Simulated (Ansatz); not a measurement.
# VO2: input and output of an SCF run

System: VO2, a measured crystal structure (space group P4_2/mnm); the cell holds 6 atoms. Source: COD entry 1548819; it may be a high-temperature, high-pressure or metastable form.

Computed with Ansatz, DFT, PBE, PAW, plane waves, scalar-relativistic.

Input file:

```yaml
crystal:
  lattice:
    - [4.5546, 0.0, 0.0]
    - [0.0, 4.5546, 0.0]
    - [0.0, 0.0, 2.8528]
  atoms:
    - { symbol: V, position: [0.0, 0.0, 0.0], spin: 2.0 }
    - { symbol: V, position: [0.5, 0.5, 0.5], spin: -2.0 }
    - { symbol: O, position: [0.3001, 0.3001, 0.0] }
    - { symbol: O, position: [0.1999, 0.8001, 0.5] }
    - { symbol: O, position: [0.6999, 0.6999, 0.0] }
    - { symbol: O, position: [0.8001, 0.1999, 0.5] }
magnetization:
  spin_polarized: true
hamiltonian:
  xc: pbe
  pseudopotentials: { kind: paw }
basis:
  ecutwfc: 420
kpoints:
  mp_grid: { grid: [5, 5, 8] }
scf:
  occupations: { method: fermi_dirac, width: 0.05 }
  lower_state_search: "off"
  algorithm: density_mixing
  max_iter: 60
  mixing: { algorithm: anderson, ndim: 8, beta: 0.2, preconditioner: kerker }
output:
  forces: true
  stress: true
```

The run was started with:
```sh
ansatz run input.yaml --threads 2 --pin off --max-ram 5120MiB --backend cpu --events-out ev --progress --plain --runs-dir out
```

Output (shortened):

```
Pseudopotentials: kind: paw
Pseudopotential: V, paw, valence charge 13, recommended cutoff 420 eV (normal), V.paw.azcp
Pseudopotential: O, paw, valence charge 6, recommended cutoff 420 eV (normal), O.paw.azcp
Functional definition: PBE
Crystal: 6 atoms, lattice volume = 59.180 Å³
Basis set: ecut = 420 eV, 1153 PW (Γ), exchange–correlation on 64×64×40 points (8 copies of the dense FFT grid, shifted against one another)
Bands: 33, of which v1, the nominal top of the filled ones, is band 25 counted from 1 (24 counted from 0)
Symmetry: 8 space group operations
Space group: Cmmm (ITA 65), of the structure as read, at distance tolerance 3.9e-5 Å
Magnetic group: BNS 136.498 (UNI 1158), of the structure as read, at distance tolerance 3.9e-5 Å
k-points: 45 of 200
Non-local potential: V, projectors of the file, l = 0: 3, l = 1: 2, l = 2: 3, l = 3: 1
Non-local potential: O, projectors of the file, l = 0: 2, l = 1: 2, l = 2: 1
Initial density: superposition of atomic densities (chi_scale 0.1, normalization cell, long waves kept (reshape's long-wave potential 0.00 eV rms))
Starting moments: Σ|m| = 4 μB on 2 of 6 sites
Starting magnetic order: altermagnet, d-wave, planar spin-momentum locking; spin-degenerate planes through Γ normal to [0 1 0], [1 0 0] of the run's lattice
Initial wavefunctions: pseudopotential atomic-orbital guess
Functional: x = pbe(κ = 0.804, μ = 0.2195149727645171), c = pbe(β = 0.06672455060314922)
spin=Collinear: Kerker preconditioning applied to the charge; magnetization (m = ρ↑ − ρ↓) channel mixes plain (no charge-response kernel on spin).
SCF iter   1: F=—  HF=-8098.145849 eV  |F-HF|=—  |Δ(HF+E_count)|=         —  Δρ=6.21e-2 (↑6.21e-2 ↓6.21e-2)  dr2=2.16e0  dr2_m=1.62e0  M=-0.000 μB ∫|m|=2.334 μB  β_m=0.20  ethr=3.10e-3  ⟨swp⟩=5.9  Hψ=10355  notcnv=0  defer=7
SCF iter   2: F=—  HF=-8098.202061 eV  |F-HF|=—  |Δ(HF+E_count)|=   5.62e-2  Δρ=5.25e-2 (↑5.25e-2 ↓5.25e-2)  dr2=1.18e0  dr2_m=1.24e0  M=0.000 μB ∫|m|=2.187 μB  β_m=0.20  ethr=3.10e-3  ⟨swp⟩=2.0  Hψ=4206  notcnv=0  defer=68  κ⁻¹=1.0e0(r=1)
SCF iter   3: F=—  HF=-8098.253829 eV  |F-HF|=—  |Δ(HF+E_count)|=   5.18e-2  Δρ=4.42e-2 (↑4.42e-2 ↓4.42e-2)  dr2=5.62e-1  dr2_m=9.41e-1  M=-0.000 μB ∫|m|=2.068 μB  β_m=0.20  ethr=2.36e-3  ⟨swp⟩=2.0  Hψ=3378  notcnv=0  defer=68  κ⁻¹=1.3e-2(r=2)
SCF iter   4: F=—  HF=-8098.297892 eV  |F-HF|=—  |Δ(HF+E_count)|=   4.41e-2  Δρ=3.70e-2 (↑3.70e-2 ↓3.70e-2)  dr2=7.30e-2  dr2_m=7.17e-1  M=0.000 μB ∫|m|=1.958 μB  β_m=0.20  ethr=1.12e-3  ⟨swp⟩=2.1  Hψ=5436  notcnv=0  defer=72  κ⁻¹=1.7e-5(r=3)
SCF iter   5: F=—  HF=-8098.380926 eV  |F-HF|=—  |Δ(HF+E_count)|=   8.30e-2  Δρ=3.06e-2 (↑3.06e-2 ↓3.04e-2)  dr2=1.24e-2  dr2_m=4.99e-1  M=-0.003 μB ∫|m|=1.900 μB  β_m=0.20  ethr=1.46e-4  ⟨swp⟩=2.1  Hψ=5662  notcnv=0  defer=74  κ⁻¹=2.1e-6(r=4)
SCF iter   6: F=—  HF=-8098.433568 eV  |F-HF|=—  |Δ(HF+E_count)|=   5.26e-2  Δρ=2.63e-2 (↑2.60e-2 ↓2.63e-2)  dr2=7.92e-3  dr2_m=3.68e-1  M=0.004 μB ∫|m|=1.837 μB  β_m=0.20  ethr=2.47e-5  ⟨swp⟩=2.0  Hψ=5702  notcnv=0  defer=74  κ⁻¹=1.7e-6(r=5)
SCF iter   7: F=—  HF=-8098.472322 eV  |F-HF|=—  |Δ(HF+E_count)|=   3.88e-2  Δρ=2.26e-2 (↑2.26e-2 ↓2.22e-2)  dr2=3.46e-3  dr2_m=2.71e-1  M=-0.005 μB ∫|m|=1.782 μB  β_m=0.20  ethr=1.58e-5  ⟨swp⟩=2.1  Hψ=4654  notcnv=0  defer=74  κ⁻¹=9.0e-7(r=6)
SCF iter   8: F=—  HF=-8098.499363 eV  |F-HF|=—  |Δ(HF+E_count)|=   2.70e-2  Δρ=1.92e-2 (↑1.92e-2 ↓1.92e-2)  dr2=3.45e-4  dr2_m=2.00e-1  M=-0.001 μB ∫|m|=1.732 μB  β_m=0.20  ethr=6.91e-6  ⟨swp⟩=2.0  Hψ=5684  notcnv=0  defer=74  κ⁻¹=6.0e-7(r=7)
SCF iter   9: F=—  HF=-8098.518140 eV  |F-HF|=—  |Δ(HF+E_count)|=   1.88e-2  Δρ=1.66e-2 (↑1.66e-2 ↓1.66e-2)  dr2=5.86e-4  dr2_m=1.49e-1  M=0.001 μB ∫|m|=1.687 μB  β_m=0.20  ethr=6.89e-7  ⟨swp⟩=2.0  Hψ=5744  notcnv=0  defer=74  κ⁻¹=2.7e-6(r=7)
SCF iter  10: F=—  HF=-8098.531714 eV  |F-HF|=—  |Δ(HF+E_count)|=   1.36e-2  Δρ=1.44e-2 (↑1.43e-2 ↓1.44e-2)  dr2=2.54e-4  dr2_m=1.12e-1  M=0.000 μB ∫|m|=1.647 μB  β_m=0.20  ethr=6.89e-7  ⟨swp⟩=2.0  Hψ=5636  notcnv=0  defer=74
Mixer restart at iter 10: flushing history
spin-set hold released at iteration 10 (site moments contracting): the magnetisation degrees of freedom join the quasi-Newton model from the next iteration; the mixer history was flushed
SCF iter  11: F=—  HF=-8098.541817 eV  |F-HF|=—  |Δ(HF+E_count)|=   1.01e-2  Δρ=1.25e-2 (↑1.25e-2 ↓1.25e-2)  dr2=7.78e-5  dr2_m=8.50e-2  M=-0.001 μB ∫|m|=1.609 μB  β_m=0.20  ethr=5.08e-7  ⟨swp⟩=2.0  Hψ=5294  notcnv=0  defer=72  κ⁻¹=1.0e0(r=1)
SCF iter  12: F=—  HF=-8098.573884 eV  |F-HF|=—  |Δ(HF+E_count)|=   3.21e-2  Δρ=2.42e-3 (↑2.15e-3 ↓2.42e-3)  dr2=8.20e-4  dr2_m=2.54e-3  M=0.003 μB ∫|m|=1.353 μB  β_m=0.20  ethr=1.56e-7  ⟨swp⟩=3.8  Hψ=8731  notcnv=0  defer=68  κ⁻¹=2.1e-4(r=2)
SCF iter  13: F=—  HF=-8098.575401 eV  |F-HF|=—  |Δ(HF+E_count)|=   1.52e-3  Δρ=1.61e-3 (↑1.61e-3 ↓1.44e-3)  dr2=2.98e-4  dr2_m=1.12e-3  M=-0.004 μB ∫|m|=1.302 μB  β_m=0.20  ethr=1.56e-7  ⟨swp⟩=2.3  Hψ=5826  notcnv=0  defer=44  κ⁻¹=1.5e-4(r=3)
SCF iter  14: F=—  HF=-8098.576181 eV  |F-HF|=—  |Δ(HF+E_count)|=   7.79e-4  Δρ=1.35e-3 (↑1.30e-3 ↓1.35e-3)  dr2=1.46e-4  dr2_m=8.61e-4  M=0.001 μB ∫|m|=1.285 μB  β_m=0.20  ethr=1.56e-7  ⟨swp⟩=2.0  Hψ=4907  notcnv=0  defer=44  κ⁻¹=2.6e-5(r=4)
SCF iter  15: F=—  HF=-8098.578724 eV  |F-HF|=—  |Δ(HF+E_count)|=   2.54e-3  Δρ=6.18e-4 (↑6.18e-4 ↓6.16e-4)  dr2=1.05e-5  dr2_m=2.00e-4  M=-0.000 μB ∫|m|=1.200 μB  β_m=0.20  ethr=1.56e-7  ⟨swp⟩=2.7  Hψ=5539  notcnv=0  defer=44  κ⁻¹=8.1e-7(r=5)
SCF iter  16: F=—  HF=-8098.578863 eV  |F-HF|=—  |Δ(HF+E_count)|=   1.39e-4  Δρ=4.21e-4 (↑4.21e-4 ↓4.21e-4)  dr2=1.01e-5  dr2_m=9.02e-5  M=-0.000 μB ∫|m|=1.182 μB  β_m=0.20  ethr=2.10e-8  ⟨swp⟩=2.0  Hψ=5305  notcnv=0  defer=44  κ⁻¹=5.9e-7(r=6)
SCF iter  17: F=—  HF=-8098.578867 eV  |F-HF|=—  |Δ(HF+E_count)|=   4.02e-6  Δρ=1.43e-4 (↑1.43e-4 ↓1.41e-4)  dr2=2.45e-6  dr2_m=1.00e-5  M=-0.000 μB ∫|m|=1.155 μB  β_m=0.47  ethr=2.02e-8  ⟨swp⟩=2.1  Hψ=5328  notcnv=0  defer=44  κ⁻¹=2.3e-8(r=7)
SCF iter  18: F=—  HF=-8098.578866 eV  |F-HF|=—  |Δ(HF+E_count)|=   6.05e-7  Δρ=1.70e-4 (↑1.70e-4 ↓1.69e-4)  dr2=1.19e-6  dr2_m=1.51e-5  M=-0.000 μB ∫|m|=1.157 μB  β_m=0.80  ethr=4.90e-9  ⟨swp⟩=2.0  Hψ=4844  notcnv=0  defer=44  κ⁻¹=2.6e-7(r=7)
SCF iter  19: F=—  HF=-8098.578880 eV  |F-HF|=—  |Δ(HF+E_count)|=   1.31e-5  Δρ=7.35e-5 (↑7.35e-5 ↓7.29e-5)  dr2=2.83e-7  dr2_m=2.79e-6  M=-0.001 μB ∫|m|=1.150 μB  β_m=0.80  ethr=2.38e-9  ⟨swp⟩=2.0  Hψ=5316  notcnv=0  defer=44  κ⁻¹=7.2e-7(r=7)
SCF iter  20: F=—  HF=-8098.578883 eV  |F-HF|=—  |Δ(HF+E_count)|=   3.60e-6  Δρ=1.44e-5 (↑1.35e-5 ↓1.44e-5)  dr2=1.15e-7  dr2_m=5.47e-8  M=-0.001 μB ∫|m|=1.143 μB  β_m=0.80  ethr=5.67e-10  ⟨swp⟩=3.0  Hψ=5813  notcnv=0  defer=44  κ⁻¹=8.4e-6(r=7)
SCF iter  21: F=—  HF=-8098.578883 eV  |F-HF|=—  |Δ(HF+E_count)|=   2.97e-7  Δρ=7.89e-6 (↑7.89e-6 ↓7.60e-6)  dr2=7.73e-8  dr2_m=3.56e-9  M=-0.001 μB ∫|m|=1.144 μB  β_m=0.80  ethr=2.00e-10  ⟨swp⟩=3.8  Hψ=8127  notcnv=0  κ⁻¹=4.9e-6(r=7)
iter 22 did not close the SCF: its close was put off for a magnetic moment that had not settled (scf_convergence_deferred on its scf_iter line)
SCF iter  22: F=-8098.578884 eV  HF=-8098.578884 eV  |F-HF|=5.46e-8  |Δ(HF+E_count)|=   4.16e-7  Δρ=3.59e-6 (↑3.34e-6 ↓3.59e-6)  dr2=1.04e-8  dr2_m=3.18e-9  M=-0.001 μB ∫|m|=1.143 μB  β_m=0.80  ethr=1.55e-10  ⟨swp⟩=3.6  Hψ=8142  notcnv=0  κ⁻¹=1.3e-6(r=7)
iter 23 did not close the SCF: its close was put off for a magnetic moment that had not settled (scf_convergence_deferred on its scf_iter line)
SCF iter  23: F=-8098.578884 eV  HF=-8098.578884 eV  |F-HF|=2.70e-8  |Δ(HF+E_count)|=   3.80e-8  Δρ=3.93e-6 (↑3.25e-6 ↓3.93e-6)  dr2=1.09e-8  dr2_m=3.60e-9  M=-0.001 μB ∫|m|=1.143 μB  β_m=0.80  ethr=2.07e-11  ⟨swp⟩=1.0  Hψ=8512  notcnv=0  κ⁻¹=3.4e-6(r=7)
iter 24 did not close the SCF: its close was put off for a magnetic moment that had not settled (scf_convergence_deferred on its scf_iter line)
SCF iter  24: F=-8098.578884 eV  HF=-8098.578884 eV  |F-HF|=2.74e-8  |Δ(HF+E_count)|=  9.72e-10  Δρ=3.87e-6 (↑3.21e-6 ↓3.87e-6)  dr2=9.95e-9  dr2_m=3.49e-9  M=-0.001 μB ∫|m|=1.143 μB  β_m=0.80  ethr=2.07e-11  ⟨swp⟩=1.0  Hψ=6256  notcnv=0  κ⁻¹=1.2e-6(r=7)
iter 25 did not close the SCF: its close was put off for a magnetic moment that had not settled (scf_convergence_deferred on its scf_iter line)
SCF iter  25: F=-8098.578884 eV  HF=-8098.578884 eV  |F-HF|=2.88e-8  |Δ(HF+E_count)|=   1.42e-9  Δρ=3.75e-6 (↑3.72e-6 ↓3.75e-6)  dr2=9.51e-9  dr2_m=4.49e-9  M=-0.001 μB ∫|m|=1.143 μB  β_m=0.80  ethr=1.99e-11  ⟨swp⟩=1.5  Hψ=6520  notcnv=0  κ⁻¹=2.7e-7(r=7)
iter 26 did not close the SCF: its close was put off for a magnetic moment that had not settled (scf_convergence_deferred on its scf_iter line)
SCF iter  26: F=-8098.578884 eV  HF=-8098.578884 eV  |F-HF|=3.36e-8  |Δ(HF+E_count)|=  5.51e-10  Δρ=3.91e-6 (↑3.91e-6 ↓3.81e-6)  dr2=9.88e-9  dr2_m=4.89e-9  M=-0.001 μB ∫|m|=1.143 μB  β_m=0.80  ethr=1.90e-11  ⟨swp⟩=1.4  Hψ=6298  notcnv=0  κ⁻¹=1.6e-6(r=7)
iter 27 did not close the SCF: its close was put off for a magnetic moment that had not settled (scf_convergence_deferred on its scf_iter line)
SCF iter  27: F=-8098.578884 eV  HF=-8098.578884 eV  |F-HF|=3.11e-8  |Δ(HF+E_count)|=   1.50e-9  Δρ=3.79e-6 (↑3.79e-6 ↓3.71e-6)  dr2=9.01e-9  dr2_m=4.59e-9  M=-0.001 μB ∫|m|=1.143 μB  β_m=0.80  ethr=1.90e-11  ⟨swp⟩=1.4  Hψ=6307  notcnv=0  κ⁻¹=1.9e-5(r=7)
iter 28 did not close the SCF: its close was put off for a magnetic moment that had not settled (scf_convergence_deferred on its scf_iter line)
SCF iter  28: F=-8098.578884 eV  HF=-8098.578884 eV  |F-HF|=3.26e-8  |Δ(HF+E_count)|=   3.44e-9  Δρ=3.76e-6 (↑3.76e-6 ↓3.70e-6)  dr2=8.76e-9  dr2_m=4.48e-9  M=-0.001 μB ∫|m|=1.143 μB  β_m=0.80  ethr=1.80e-11  ⟨swp⟩=1.0  Hψ=6256  notcnv=0  κ⁻¹=2.4e-5(r=7)
iter 29 did not close the SCF: its close was put off for a magnetic moment that had not settled (scf_convergence_deferred on its scf_iter line)
SCF iter  29: F=-8098.578884 eV  HF=-8098.578884 eV  |F-HF|=2.84e-8  |Δ(HF+E_count)|=   9.46e-9  Δρ=3.91e-6 (↑3.81e-6 ↓3.91e-6)  dr2=9.38e-9  dr2_m=5.10e-9  M=-0.001 μB ∫|m|=1.143 μB  β_m=0.80  ethr=1.75e-11  ⟨swp⟩=1.4  Hψ=6326  notcnv=0  κ⁻¹=2.3e-4(r=7)
iter 30 did not close the SCF: its close was put off for a magnetic moment that had not settled (scf_convergence_deferred on its scf_iter line)
SCF iter  30: F=-8098.578884 eV  HF=-8098.578884 eV  |F-HF|=4.08e-8  |Δ(HF+E_count)|=   2.91e-8  Δρ=3.58e-6 (↑3.58e-6 ↓3.37e-6)  dr2=7.33e-9  dr2_m=2.99e-9  M=-0.001 μB ∫|m|=1.143 μB  β_m=0.80  ethr=1.75e-11  ⟨swp⟩=1.1  Hψ=8294  notcnv=0  κ⁻¹=1.8e-4(r=7)
iter 31 did not close the SCF: its close was put off for a magnetic moment that had not settled (scf_convergence_deferred on its scf_iter line)
SCF iter  31: F=-8098.578884 eV  HF=-8098.578884 eV  |F-HF|=3.91e-8  |Δ(HF+E_count)|=   1.20e-9  Δρ=3.43e-6 (↑3.43e-6 ↓3.31e-6)  dr2=6.72e-9  dr2_m=2.44e-9  M=-0.001 μB ∫|m|=1.143 μB  β_m=0.80  ethr=1.47e-11  ⟨swp⟩=1.6  Hψ=6361  notcnv=0  κ⁻¹=1.2e-4(r=7)
iter 32 did not close the SCF: its close was put off for a magnetic moment that had not settled (scf_convergence_deferred on its scf_iter line)
SCF iter  32: F=-8098.578884 eV  HF=-8098.578884 eV  |F-HF|=2.40e-8  |Δ(HF+E_count)|=   1.89e-8  Δρ=3.18e-6 (↑3.02e-6 ↓3.18e-6)  dr2=5.39e-9  dr2_m=2.04e-9  M=-0.001 μB ∫|m|=1.143 μB  β_m=0.80  ethr=1.34e-11  ⟨swp⟩=1.0  Hψ=8073  notcnv=0  κ⁻¹=5.4e-5(r=7)
SCF iter  33: F=-8098.578884 eV  HF=-8098.578884 eV  |F-HF|=1.76e-8  |Δ(HF+E_count)|=  2.56e-10  Δρ=2.56e-6 (↑2.49e-6 ↓2.56e-6)  dr2=3.82e-9  dr2_m=1.01e-9  M=-0.001 μB ∫|m|=1.143 μB  ethr=1.08e-11  ⟨swp⟩=1.1  Hψ=8297  notcnv=0
SCF 1 converged in 33 iterations: F = -8098.578884 eV  dr2 = 3.82e-9
  greatest PAW one-centre occupation: 1.000 electrons in one spin orbital (limit 2), on the V atom at site 1 (counted from 0), in its partial waves of l = 0
this state was not tested for a lower state beside it, because the mixer in use, unlike msr1, does not test its closes by its own steps (another_mixer; see scf.mixing.algorithm and scf.lower_state_search)
SCF converged after 33 iterations
Magnetization: -0.0006 μB (24.9997 up, 25.0003 down)
Absolute magnetization: 1.1446 μB (∫|ρ↑−ρ↓|, with the PAW one-centre terms)
Spin contamination: 0.4084 ħ² per cell (⟨S²⟩ above its minimum at these occupations)
Per-site moments (μB) at R_I (Å): [(0.4122, 0.7926), (-0.4127, 0.7926), (-0.0013, 0.7926), (0.0013, 0.7926), (-0.0013, 0.7926), (0.0013, 0.7926)]
Free energy (F): -8098.578884 eV
Harris-Foulkes:  -8098.578884 eV  (|F-HF|=1.76e-8)
Internal energy: -8098.529618 eV  (E = F + TS)
E sigma→0 (E₀):  -8098.554251 eV
Entropy (-TS):   -0.049266 eV (-8.211 meV/atom)
Fermi energy:    11.117848 eV
--- Per-component energies (eV) ---
  E_band       = -446.212424
  E_kinetic    = 1369.732901
  E_local      = -3565.375001  (includes V_loc(G=0)·N_el)
  E_nonlocal   = 91.503202
  E_hartree    = 1445.611516
  E_xc         = -555.251706
  E_vxc        = -706.372760  (∫ρ·V_xc dr)
  E_paw        = -2851.004326  (= ΣΔE_a)
  E_vpaw       = -526.932943  (= ΣTr[D̂ρ^β])
  E_aug_tail   = 0.010390  (compensation charges beyond the density's cutoff)
  E_ewald      = -4033.756593
  E_smearing   = -0.049266  (= −TS)
  E_closure    = 0.000000  (closes the sum)
  Σ components = -8098.578884   (vs F -8098.578884, Δ=0.00e0)
--- Forces (eV/Å), atoms counted from 1 ---
  atom   1  V     -0.00000000    -0.00000000     0.00000000
  atom   2  V      0.00000000     0.00000000     0.00000000
  atom   3  O      0.04377875     0.04377875     0.00000000
  atom   4  O     -0.04396800     0.04396800     0.00000000
  atom   5  O     -0.04377875    -0.04377875     0.00000000
  atom   6  O      0.04396800    -0.04396800     0.00000000
  max |Σ_I F_I| component: 1.39e-17 eV/Å
--- Stress (GPa, compression-positive) ---
        2.369277      -0.000467       0.000000
       -0.000467       2.369277       0.000000
        0.000000       0.000000      -3.596133
  P = ⅓ Tr σ = 0.3808 GPa (3.808 kbar)
```

The log names the space group Cmmm, not the crystal's P4_2/mnm, as the starting moments make like atoms unequal.

A semilocal functional without U tends to delocalise d and f electrons, and can give a metal where the real compound is an insulator. A small moment in a metal is sensitive to the mesh and the smearing. Only one magnetic start was run, with no search, so the state need not be the lowest.

The run took 19 s on 2 threads of Arm Neoverse V1, with other jobs on the host, peak memory 0.41 GiB.
